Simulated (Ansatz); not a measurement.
Input for Ansatz (plane-wave DFT, PAW):

```yaml
crystal:
  lattice:
    - [0.0, 1.78337, 1.78337]
    - [1.78337, 0.0, 1.78337]
    - [1.78337, 1.78337, 0.0]
  atoms:
    - { symbol: C, position: [0.0, 0.0, 0.0] }
    - { symbol: C, position: [0.25, 0.25, 0.25] }
basis:
  ecutwfc: 420
kpoints:
  mp_grid: { grid: [12, 12, 12] }
hamiltonian:
  xc: pbe
scf:
  occupations: { method: gaussian, width: 0.02 }
output:
  forces: true
  stress: true
  eigenvalues: true
  populations: true
```

Launched with
```bash
ansatz run input.yaml --threads 1 --pin off --max-ram 2560MiB --backend cpu --events-out ev --progress --plain --runs-dir out
```

Level of theory: DFT PBE, scalar-relativistic, plane waves, PAW (Ansatz 0.2.0).

Abridged output:

```
Pseudopotentials: kind: paw
Pseudopotential: C, paw, valence charge 4, recommended cutoff 420 eV (normal)
Functional definition: PBE
Crystal: 2 atoms, lattice volume = 11.344 Å³
Basis set: ecut = 420 eV, 229 PW (Γ), exchange–correlation on 36×36×36 points (8 copies of the dense FFT grid, shifted against one another)
Bands: 8, of which v1, the nominal top of the filled ones, is band 4 counted from 1 (3 counted from 0)
Symmetry: 48 space group operations
Space group: Fd-3m (ITA 227), of the structure as read, at distance tolerance 2.2e-5 Å
k-points: 72 of 1728
Initial density: superposition of atomic densities (neutral atoms: chi_scale 0, normalization atom), corrected by the library's trained network
Initial wavefunctions: pseudopotential atomic-orbital guess
Functional: x = pbe(κ = 0.804, μ = 0.21951497), c = pbe(β = 0.06672455)
SCF iter   1: F=—  HF=-501.615463 eV  |F-HF|=—  |Δ(HF+E_count)|=         —  Δρ=1.74e-3  dr2=8.93e-5  ethr=1.77e-3  ⟨swp⟩=5.4  Hψ=3860  notcnv=0
SCF iter   2: F=—  HF=-501.615532 eV  |F-HF|=—  |Δ(HF+E_count)|=   6.85e-5  Δρ=9.06e-4  dr2=2.57e-5  ethr=1.12e-6  ⟨swp⟩=2.0  Hψ=1438  notcnv=0
SCF iter   3: F=—  HF=-501.615584 eV  |F-HF|=—  |Δ(HF+E_count)|=   5.22e-5  Δρ=1.51e-4  dr2=1.71e-6  ethr=3.21e-7  ⟨swp⟩=2.1  Hψ=852  notcnv=0
SCF iter   4: F=—  HF=-501.615583 eV  |F-HF|=—  |Δ(HF+E_count)|=   5.51e-7  Δρ=6.80e-5  dr2=3.20e-7  ethr=2.14e-8  ⟨swp⟩=1.2  Hψ=616  notcnv=0
SCF iter   5: F=-501.615583 eV  HF=-501.615583 eV  |F-HF|=5.30e-10  |Δ(HF+E_count)|=   7.06e-8  Δρ=6.25e-6  dr2=2.03e-9  ethr=4.00e-9  ⟨swp⟩=2.4  Hψ=855  notcnv=0
SCF iter   6: F=-501.615583 eV  HF=-501.615583 eV  |F-HF|=6.59e-12  |Δ(HF+E_count)|=  2.86e-10  Δρ=7.06e-7  dr2=1.95e-11  ethr=2.54e-11  ⟨swp⟩=1.1  Hψ=1748  notcnv=0
SCF 1 converged in 6 iterations: F = -501.615583 eV  dr2 = 1.95e-11
SCF converged after 6 iterations
Free energy (F): -501.615583 eV
Harris-Foulkes:  -501.615583 eV  (|F-HF|=6.59e-12)
Internal energy: -501.615583 eV  (E = F + TS)
E sigma→0 (E₀):  -501.615583 eV
Fermi energy:    15.396529 eV
--- Per-component energies (eV) ---
  E_band       = 34.706550
  E_kinetic    = 184.534978
  E_local      = -122.400478  (includes V_loc(G=0)·N_el)
  E_nonlocal   = 53.317827
  E_hartree    = 26.768524
  E_xc         = -97.431164
  E_vxc        = -120.956787  (∫ρ·V_xc dr)
  E_paw        = -198.443924  (= ΣΔE_a)
  E_vpaw       = -13.326028  (= ΣTr[D̂ρ^β])
  E_aug_tail   = 0.000018  (compensation charges beyond the density's cutoff)
  E_ewald      = -347.961363
  E_smearing   =  0.000000  (= −TS)
--- Forces (eV/Å), atoms counted from 1 ---
  atom   1  C      0.00000000     0.00000000     0.00000000
  atom   2  C      0.00000000     0.00000000     0.00000000
--- Stress (GPa, compression-positive) ---
        1.781791       0.000000       0.000000
        0.000000       1.781791       0.000000
        0.000000       0.000000       1.781791
  P = ⅓ Tr σ = 1.7818 GPa (17.818 kbar)
--- Band table (eV; the first three rows and the last of 72) ---
  k-point 0: bands = ["-8.1626", "13.3165", "13.3165", "13.3165", "18.9104", "18.9104", "18.9104", "26.5945"]
  k-point 1: bands = ["-7.9703", "12.0887", "12.9927", "12.9927", "19.3331", "19.3331", "19.6249", "26.7612"]
  k-point 2: bands = ["-7.3960", "9.5581", "12.2903", "12.2903", "20.2512", "20.2512", "20.7088", "27.2417"]
  k-point 71: bands = ["1.3396", "1.3396", "4.9892", "4.9892", "23.9396", "23.9396", "25.6201", "25.6201"]
--- Löwdin populations: 2 sites ---
  site symbol q [e]
     0      C      3.9861
     1      C      3.9861
  spilling = 0.003486 (of n_electrons = 8.000000)
```

Self-consistency was reached.

The run took 0.9 s on 1 thread of Arm Neoverse V1, on a shared host, peak memory 0.24 GiB.